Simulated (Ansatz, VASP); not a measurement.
**Two plane-wave programs on Fe2O3**

The input INCAR:

```
ALGO = Normal ; EDIFF = 1E-7
ENCUT = 520 ; GGA = PE
ISIF = 2 ; ISMEAR = -1
ISPIN = 2 ; LASPH = T
LCHARG = T ; LDAU = T
LDAUJ = 0 0 ; LDAUL = 2 -1
LDAUPRINT = 1 ; LDAUTYPE = 2
LDAUU = 4.4 0 ; LELF = T
LMAXMIX = 4 ; LORBIT = 11
LREAL = F ; LVHAR = T
LWAVE = F ; MAGMOM = 4 4 4 4 0 0 0 0 0 0
NBANDS = 49 ; NELM = 150
PREC = Accurate ; SIGMA = 0.05
```

The input KPOINTS:

```
k-points
0
Gamma
  4 4 4
```

The input POSCAR:

```
Fe2O3
1.0
    2.5190008700      1.4543458300      4.5906700000
   -2.5190008700      1.4543458300      4.5906700000
    0.0000000000     -2.9086916600      4.5906700000
Fe O
4 6
Direct
    0.8553000000      0.8553000000      0.8553000000
    0.6447000000      0.6447000000      0.6447000000
    0.1447000000      0.1447000000      0.1447000000
    0.3553000000      0.3553000000      0.3553000000
    0.0559000000      0.4441000000      0.7500000000
    0.7500000000      0.0559000000      0.4441000000
    0.4441000000      0.7500000000      0.0559000000
    0.9441000000      0.5559000000      0.2500000000
    0.2500000000      0.9441000000      0.5559000000
    0.5559000000      0.2500000000      0.9441000000
```

Input for Ansatz:

```yaml
crystal:
  lattice:
    - [2.51900087, 1.45434583, 4.59067]
    - [-2.51900087, 1.45434583, 4.59067]
    - [0.0, -2.90869166, 4.59067]
  atoms:
    - { symbol: Fe, position: [0.8553, 0.8553, 0.8553], spin: 4.0 }
    - { symbol: Fe, position: [0.6447, 0.6447, 0.6447], spin: 4.0 }
    - { symbol: Fe, position: [0.1447, 0.1447, 0.1447], spin: 4.0 }
    - { symbol: Fe, position: [0.3553, 0.3553, 0.3553], spin: 4.0 }
    - { symbol: O, position: [0.0559, 0.4441, 0.75] }
    - { symbol: O, position: [0.75, 0.0559, 0.4441] }
    - { symbol: O, position: [0.4441, 0.75, 0.0559] }
    - { symbol: O, position: [0.9441, 0.5559, 0.25] }
    - { symbol: O, position: [0.25, 0.9441, 0.5559] }
    - { symbol: O, position: [0.5559, 0.25, 0.9441] }
magnetization:
  spin_polarized: true
hamiltonian:
  xc: pbe
  pseudopotentials: { kind: paw }
  hubbard: { sites: [{ species: Fe, l: d, u_eff: 4.4 }] }
basis:
  ecutwfc: 420
kpoints:
  mp_grid: { grid: [4, 4, 4] }
scf:
  occupations: { method: fermi_dirac, width: 0.05 }
  lower_state_search: "off"
  algorithm: density_mixing
  max_iter: 70
  mixing: { algorithm: broyden, ndim: 2, beta: 1.0, preconditioner: kerker }
output:
  forces: true
  stress: true
```

Alike in both runs: task single point; functional PBE; k mesh 4 × 4 × 4; occupations fermi-dirac, width 0.05 eV; collinear spin; Hubbard terms Fe d U = 4.4 eV.

```csv
,VASP,Ansatz
version,VASP 6.6.1,Ansatz 0.2.0
potentials or method,"VASP PAW PBE potentials, release 64 (Fe, O)","PAW, plane waves, scalar-relativistic"
plane-wave cutoff (eV),520,420
valence electrons in the cell,68,100
```

```csv
,VASP,Ansatz,Ansatz less VASP
pressure (GPa),8.5,14.3,+5.78
largest component of the traceless stress (GPa),2.67,3.24,+0.564
rms of the force components (eV/Å),0.149,0.117,-0.0320
net moment per atom (μB),2.00,2.00,0.000
size of the moment on the site where the two differ most (μB),4.37,3.92,-0.443
```

Site moments also hang on the region over which each program counts them. The programs project onto different local orbitals, so the same U acts differently. Atom by atom the forces differ by 0.063 eV/Å (rms over components). The two sets of potentials don't hold the same shells in valence. Ansatz warned: «stability_check_not_made».

A k mesh can miss the band edges. The state reached can hang on the start; a lower one may exist.
